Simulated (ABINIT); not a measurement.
# C (Fd-3m) in ABINIT: equation of state

Aim: energy against volume of C in PBE, for its equilibrium volume and stiffness.

Program: ABINIT 10.8.3 (patched build). These are calculated values, not measurements. Logs are shortened: lines on timing, memory, paths and dates and some standing lists are left out, and cuts for length are marked. The log counts tension as positive stress, the text compression.

**The experiment to reproduce.**

“Equation of state of cubic boron nitride at high pressures and temperatures”, 2007, arxiv:cond-mat/0702656 quotes, for a bulk crystal of C: bulk modulus 442 ± 5 GPa.

The runs below are set against these values where they give the same quantity.

### 1 The crystal as given

Symmetry: Fd-3m, No. 227, cubic system. Conventional cell: a = 3.567 Å, b = 3.567 Å, c = 3.567 Å, α = 90.00°, β = 90.00°, γ = 90.00°. Around C (site symmetry -43m) lie 4 C at 1.54 Å.

This isn't the form of C at room conditions, which is graphite.

### 2 Equation of state, PBE

The input, run.abi:

```
ndtset 7
getwfk -1
scalecart1 3*0.9795861087
scalecart2 3*0.9864848297
scalecart3 3*0.9932883884
scalecart4 3*1.0000000000
scalecart5 3*1.0066227096
scalecart6 3*1.0131594038
scalecart7 3*1.0196128224

pp_dirpath "./"
pseudos "C.GGA_PBE-JTH.xml"

acell 3*1.0
rprim
     0.0000000000     3.3700808789     3.3700808789
     3.3700808789     0.0000000000     3.3700808789
     3.3700808789     3.3700808789     0.0000000000
ntypat 1
znucl 6
natom 2
typat 1 1
xred
     0.7500000000     0.7500000000     0.7500000000
     0.5000000000     0.5000000000     0.5000000000

ecut 19.0
pawecutdg 38.0
pawovlp 30

kptopt 1
ngkpt 13 13 13
nshiftk 1
shiftk 0.0 0.0 0.0

ixc 11

nband 8
occopt 3
tsmear 0.00183747

nstep 100
tolvrs 1.0e-9

iomode 3
prtwf 1
prtden 0
prteig 0
prtebands 0
enunit 1
```

Potentials or basis: JTH PAW PBE v2.0.

On the command line:

```bash
$ abinit run.abi > log 2>&1
```

run.abo:

```text
.Version 10.8.3 of ABINIT
 DATASET    1 : space group Fd -3 m (#227); Bravais cF (face-center cubic)
================================================================================
 Values of the parameters that define the memory need for DATASET  1.
     intxc =       0    ionmov =       0      iscf =      17    lmnmax =       8
     lnmax =       4     mgfft =      20  mpssoang =       2    mqgrid =    3001
     natom =       2  nloc_mem =       2    nspden =       1   nspinor =       1
    nsppol =       1      nsym =      48    n1xccc =       1    ntypat =       1
    occopt =       3   xclevel =       2
       mpw =         298          nfft =        8000          nkpt =          84
 PAW method is used; the additional fine FFT grid is defined by:
   mgfftf=        27    nfftf =     19683
================================================================================
================================================================================
[... 71 lines left out ...]
 DATASET    7 : space group Fd -3 m (#227); Bravais cF (face-center cubic)
================================================================================
 Values of the parameters that define the memory need for DATASET  7.
     intxc =       0    ionmov =       0      iscf =      17    lmnmax =       8
     lnmax =       4     mgfft =      20  mpssoang =       2    mqgrid =    3001
     natom =       2  nloc_mem =       2    nspden =       1   nspinor =       1
    nsppol =       1      nsym =      48    n1xccc =       1    ntypat =       1
    occopt =       3   xclevel =       2
       mpw =         328          nfft =        8000          nkpt =          84
 PAW method is used; the additional fine FFT grid is defined by:
   mgfftf=        30    nfftf =     27000
================================================================================
================================================================================

--------------------------------------------------------------------------------
------------- Echo of variables that govern the present computation ------------
--------------------------------------------------------------------------------
 -outvars: echo values of preprocessed input variables --------
            acell      1.0000000000E+00  1.0000000000E+00  1.0000000000E+00 Bohr
              amu      1.20110000E+01
             ecut      1.90000000E+01 Hartree
           enunit           1
           getwfk          -1
                       outvar_i_n : Printing only first  50 k-points.
              ixc          11
           jdtset        1    2    3    4    5    6    7
                       outvar_i_n : Printing only first  50 k-points.
         kptrlatt       13    0    0      0   13    0      0    0   13
          kptrlen1     6.06933755E+01
          kptrlen2     6.11208077E+01
          kptrlen3     6.15423438E+01
          kptrlen4     6.19581831E+01
          kptrlen5     6.23685142E+01
          kptrlen6     6.27735159E+01
          kptrlen7     6.31733579E+01
[... 76 lines left out ...]
            xcart7     5.1542665150E+00  5.1542665150E+00  5.1542665150E+00
                       3.4361776767E+00  3.4361776767E+00  3.4361776767E+00
             xred      7.5000000000E-01  7.5000000000E-01  7.5000000000E-01
                       5.0000000000E-01  5.0000000000E-01  5.0000000000E-01
            znucl        6.00000

================================================================================

 chkinp: Checking input parameters for consistency, jdtset=   1.

 chkinp: Checking input parameters for consistency, jdtset=   2.
[... 40 lines left out ...]
 getcut: wavevector=  0.0000  0.0000  0.0000  ngfft=  27  27  27
         ecut(hartree)=     38.000   => boxcut(ratio)=   2.00983

--- Pseudopotential description ------------------------------------------------
- pspini: atom type   1  psp file is ./C.GGA_PBE-JTH.xml
 Pseudopotential format is: paw10
 basis_size (lnmax)=  4 (lmn_size=  8), orbitals=   0   0   1   1
 Spheres core radius: rc_sph= 1.50736703
 Shapefunction is SIN type: shapef(r)=[sin(pi*r/rshp)/(pi*r/rshp)]**2
 Radius for shape functions =  1.30052589
 Compensation charge density is not taken into account in XC energy/potential

   6.99883411E+01                                ecore*ucvol(ha*bohr**3)
--------------------------------------------------------------------------------

[... 1235 lines left out ...]
-Cartesian components of stress tensor (GPa)         [Pressure= -2.1824E+01 GPa]
- sigma(1 1)=  2.18237379E+01  sigma(3 2)=  0.00000000E+00
- sigma(2 2)=  2.18237379E+01  sigma(3 1)=  0.00000000E+00
- sigma(3 3)=  2.18237379E+01  sigma(2 1)=  0.00000000E+00

== END DATASET(S) ==============================================================
================================================================================

 -outvars: echo values of variables after computation  --------
            acell      1.0000000000E+00  1.0000000000E+00  1.0000000000E+00 Bohr
           etotal1    -1.1482153233E+01
           etotal2    -1.1483597725E+01
           etotal3    -1.1484448439E+01
           etotal4    -1.1484758903E+01
           etotal5    -1.1484600991E+01
           etotal6    -1.1484065854E+01
           etotal7    -1.1483154742E+01
            fcart1    -5.4035861093E-28  4.5879504702E-28 -3.7723148311E-28
                       5.4035861093E-28 -4.5879504702E-28  3.7723148311E-28
            fcart2     1.2958907309E-27 -3.2397268273E-27  2.5917814618E-27
                      -1.2958907309E-27  3.2397268273E-27 -2.5917814618E-27
            fcart3    -1.7936620343E-43  4.8263043313E-28  0.0000000000E+00
                       1.7936620343E-43 -4.8263043313E-28  0.0000000000E+00
            fcart4    -3.1959413675E-28  0.0000000000E+00  0.0000000000E+00
                       3.1959413675E-28 -8.9683101717E-44  0.0000000000E+00
            fcart5    -1.3890252375E-28  1.3294955845E-27 -1.1707498430E-27
                       1.3890252375E-28 -1.3294955845E-27  1.1707498430E-27
[... 38 lines left out ...]
                       0.0000000000E+00  0.0000000000E+00  0.0000000000E+00
           xangst1     2.6204467163E+00  2.6204467163E+00  2.6204467163E+00
                       1.7469644775E+00  1.7469644775E+00  1.7469644775E+00
           xangst2     2.6389011743E+00  2.6389011743E+00  2.6389011743E+00
                       1.7592674496E+00  1.7592674496E+00  1.7592674496E+00
           xangst3     2.6571010680E+00  2.6571010680E+00  2.6571010680E+00
                       1.7714007120E+00  1.7714007120E+00  1.7714007120E+00
           xangst4     2.6750549982E+00  2.6750549982E+00  2.6750549982E+00
                       1.7833699988E+00  1.7833699988E+00  1.7833699988E+00
           xangst5     2.6927711106E+00  2.6927711106E+00  2.6927711106E+00
                       1.7951807404E+00  1.7951807404E+00  1.7951807404E+00
           xangst6     2.7102571271E+00  2.7102571271E+00  2.7102571271E+00
                       1.8068380847E+00  1.8068380847E+00  1.8068380847E+00
           xangst7     2.7275203768E+00  2.7275203768E+00  2.7275203768E+00
                       1.8183469179E+00  1.8183469179E+00  1.8183469179E+00
             xred      7.5000000000E-01  7.5000000000E-01  7.5000000000E-01
                       5.0000000000E-01  5.0000000000E-01  5.0000000000E-01
 Calculation completed.
```

Run time: 25 s. Hardware: 1 thread of Arm Neoverse V2, shared host; peak memory 0.12 GiB.

Results:

```
Equilibrium volume                      : 5.69 Å³/atom
Bulk modulus                            : 435 GPa
Pressure derivative of the bulk modulus : 5.8
```

Energy against volume, from the lowest point:
| volume (Å³/atom) | energy (meV/atom) |
| --- | --- |
| 5.332 | 35.45 |
| 5.445 | 15.80 |
| 5.558 | 4.22 |
| 5.672 | 0.00 |
| 5.785 | 2.15 |
| 5.899 | 9.43 |
| 6.012 | 21.83 |

Caveat: pressures at fixed basis lie under the slope of the energies; the atomic spheres overlap.

### 3 Against experiment

Step 2. Measured bulk modulus of C: 442 GPa (quoted in “Equation of state of cubic boron nitride at high pressures and temperatures”, 2007, arxiv:cond-mat/0702656). This calculation gives 435 GPa (-1.6 %). 3 values of this kind are on record (442 to 444.8 GPa); this one was drawn at random among those near their median, those with a stated uncertainty first. The fit is for a static lattice scaled at fixed shape and fixed fractional positions. The cell as given is a measured one (5.67 Å³/atom); PBE puts the equilibrium volume +0.3 % from it, thermal expansion not counted.
